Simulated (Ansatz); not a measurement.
Take BaSnO₃ in the cubic perovskite structure (space group Pm-3m, No. 221; a = 4.1762 Å) as the base.

Computed with PBE (Ansatz, a quantum-chemistry and plane-wave program), no SOC, earlier PAW set.

One change was made to it. Results:

```tsv
quantity	base	after
volume per atom	14.57 Å³	14.41 Å³
smallest direct gap	0.97 eV	1.10 eV
band gap	0.48 eV	0.61 eV
```

Task: Which change produced these results?
(A) pressure 1.5 GPa
(B) pressure 5 GPa
(C) pressure 0.3 GPa
(D) pressure 7.5 GPa
(E) pressure 10 GPa

Result: A, pressure 1.5 GPa. For comparison, the band gap in the other runs: pressure 0.3 GPa gives 0.51 eV; pressure 10 GPa gives 1.27 eV; pressure 5 GPa gives 0.90 eV; pressure 7.5 GPa gives 1.09 eV.

Load acts through the strain it causes; cell and atoms are relaxed under it. Whether these cells are dynamically stable was not tested. No other phases were tried under pressure.
